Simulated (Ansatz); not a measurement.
Runs of Ansatz 0.2.0 on GaAs. Symmetry: F-43m, No. 216, cubic system. The conventional cell has a = 5.654 Å, b = 5.654 Å, c = 5.654 Å, α = 90.00°, β = 90.00°, γ = 90.00°. As (site symmetry -43m) is surrounded by 4 Ga at 2.45 Å. Around Ga (site symmetry -43m) lie 4 As at 2.45 Å. 

```csv
task,level,k mesh,smearing,atoms under strain,q mesh,points for each segment of the path,gap on the mesh (eV),pressure (GPa)
elastic constants,PBEsol,6 × 6 × 6,fixed,relaxed,-,-,0.44,(a)
Born charges and dielectric tensor,PBEsol,8 × 8 × 8,fixed,-,-,-,0.44,-
phonons,PBEsol,6 × 6 × 6,fixed,-,2 × 2 × 2,8,0.44,-
single point,LDA,8 × 8 × 8,gaussian 0.05 eV,-,-,-,0.28,-1.9
```

Alike in all rows: potentials or basis Ansatz PAW; no spin polarisation; cell as given; cutoff (eV) 420.

**Question.** Estimate the missing entries.

**Answer.** (a) 0.2.

Caveats: the PAW data sets come from PBE, with cores solved anew for the run's functional, which leaves a small shift of forces and pressure; the gap is small at this level, which inflates the dielectric constant (some runs).

A k mesh can miss the band edges, and the runs leave out spin-orbit coupling on As, Ga.

Runs at the PBE level aren't shown here.
